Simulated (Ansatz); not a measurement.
The cell is COD entry 9008997, as deposited and not checked against the literature; nothing was relaxed.

An input for BN: DFT, PBE, all-electron LAPW, scalar-relativistic (Ansatz 0.2.0).

Command: `ansatz run input.yaml --threads 1 --pin off --max-ram 4096MiB --backend cpu --events-out ev --progress --plain --runs-dir out` The run took 21 s on 1 thread of Intel(R) Xeon(R) Platinum 8488C (Sapphire Rapids) (shared host), peak memory 0.41 GiB.

```yaml
crystal:
  lattice:
    - [2.5039917043, 0.0, 0.0]
    - [-1.2519958522, 2.1685204268, 0.0]
    - [0.0, 0.0, 6.6612]
  atoms:
    - { symbol: B, position: [0.3333333333, 0.6666666667, 0.25] }
    - { symbol: B, position: [0.6666666667, 0.3333333333, 0.75] }
    - { symbol: "N", position: [0.3333333333, 0.6666666667, 0.75] }
    - { symbol: "N", position: [0.6666666667, 0.3333333333, 0.25] }
kpoints:
  mp_grid: { grid: [11, 11, 4] }
  band_path:
    path:
      - [0.0, 0.0, 0.0]
      - [0.5, 0.0, 0.0]
      - [0.3333333333, 0.3333333333, 0.0]
      - [0.0, 0.0, 0.0]
      - [0.0, 0.0, 0.5]
      - [0.5, 0.0, 0.5]
      - [0.3333333333, 0.3333333333, 0.5]
      - [0.0, 0.0, 0.5]
      - [0.5, 0.0, 0.5]
    npoints: 14
scf:
  occupations: { method: fermi_dirac, width: 0.02 }
hamiltonian:
  xc: pbe
  pseudopotentials: { kind: all_electron, lapw: { basis_error: 0.001 } }
output:
  forces: true
  stress: true
  eigenvalues: true
  populations: true
  dos: { projected: true, de: 0.2, e_range: [-14, 8] }
```

Set-up and iterations as logged by Ansatz (the results part is left out, to be predicted):

```
B: projections on atomic orbitals take those of the free atom 1s2 2s2 2p1, of charge +0.00 (hamiltonian.pseudopotentials.projection_atoms)
N: projections on atomic orbitals take those of the free atom 1s2 2s2 2p3, of charge +0.00 (hamiltonian.pseudopotentials.projection_atoms)
LAPW: plane waves up to 11.724 Å⁻¹, error target 1.0e-3 eV per atom; small_component_spin mean_spin; B in spheres of 0.682 Å, 5 of its electrons in bands, Dirac shells []; N in spheres of 0.763 Å, 7 of its electrons in bands, Dirac shells []
Engine: ansatz 0.2.0
Pseudopotentials: kind: all_electron
Pseudopotential: B, LAPW, valence charge 5, Koelling and Harmon's equation, gaussian nucleus
Pseudopotential: N, LAPW, valence charge 7, Koelling and Harmon's equation, gaussian nucleus
Functional definition: PBE
  parameter kappa = 0.804
  parameter beta = 0.06672455060314922
  exchange = pbe_x(kappa = kappa, mu = beta*pi^2/3)
  correlation = pbe_c(beta = beta)
Crystal: 4 atoms, lattice volume = 36.170 Å³
Basis set: ecut = 523.6631394115064 eV, 997 PW (Γ), exchange–correlation at level 2
Bands: 16, of which v1, the nominal top of the filled ones, is band 12 counted from 1 (11 counted from 0)
Symmetry: 24 space group operations
Space group: P63/mmc (ITA 194), of the structure as read, at distance tolerance 3.3e-5 Å
k-points: 48 of 484
Non-local potential: B, projectors of the file, none
Non-local potential: N, projectors of the file, none
Initial density: superposition of atomic densities (chi_scale 0.1, normalization cell, long waves kept (reshape's long-wave potential 0.00 eV rms))
Initial wavefunctions: plane waves of lowest kinetic energy (no species holds an atomic orbital)
Functional: x = pbe(κ = 0.804, μ = 0.2195149727645171), c = pbe(β = 0.06672455060314922)
iter 1 solved again at ethr=3.54e-2 eV; its pass at ethr=1.00e-1 eV (dr2=8.49e0 eV) is discarded
SCF iter   1: F=—  HF=-4341.116401 eV  |F-HF|=—  |Δ(HF+E_count)|=         —  Δρ=1.54e-1  dr2=8.50e0  ethr=3.54e-2  ⟨swp⟩=2.2  Hψ=5501  notcnv=0
iter 2 solved again at ethr=3.01e-3 eV; its pass at ethr=3.54e-2 eV (dr2=7.21e-1 eV) is discarded
SCF iter   2: F=—  HF=-4337.986458 eV  |F-HF|=—  |Δ(HF+E_count)|=    3.13e0  Δρ=5.80e-2  dr2=7.24e-1  ethr=3.01e-3  ⟨swp⟩=2.1  Hψ=4174  notcnv=0  defer=2
SCF iter   3: F=—  HF=-4337.658364 eV  |F-HF|=—  |Δ(HF+E_count)|=   3.28e-1  Δρ=2.30e-2  dr2=1.28e-1  ethr=3.01e-3  ⟨swp⟩=3.0  Hψ=2248  notcnv=0  defer=1
SCF iter   4: F=—  HF=-4337.635948 eV  |F-HF|=—  |Δ(HF+E_count)|=         —  Δρ=5.24e-3  dr2=5.47e-3  ethr=5.33e-4  ⟨swp⟩=3.0  Hψ=2409  notcnv=0
the basis was enlarged: its passes take 118.5 KiB over the memory plan, 1 of 1 planned eigensolver slots
SCF iter   5: F=—  HF=-4337.636662 eV  |F-HF|=—  |Δ(HF+E_count)|=   7.14e-4  Δρ=5.90e-4  dr2=5.65e-5  ethr=2.28e-5  ⟨swp⟩=3.0  Hψ=2200  notcnv=0
SCF iter   6: F=—  HF=-4337.636698 eV  |F-HF|=—  |Δ(HF+E_count)|=   3.58e-5  Δρ=4.17e-5  dr2=2.46e-7  ethr=2.35e-7  ⟨swp⟩=3.0  Hψ=2034  notcnv=0
SCF iter   7: F=-4337.636699 eV  HF=-4337.636699 eV  |F-HF|=9.85e-10  |Δ(HF+E_count)|=   4.09e-7  Δρ=1.81e-6  dr2=7.94e-10  ethr=1.03e-9  ⟨swp⟩=3.0  Hψ=1990  notcnv=0
```

**Question.** What pressure will this run report?

**Answer.** 3.29 GPa (positive in compression).

**Question.** Is there a band gap?

**Answer.** 4.24 eV, indirect from the line K (0.333, 0.333, 0)–Γ to M (0.5, 0, 0).
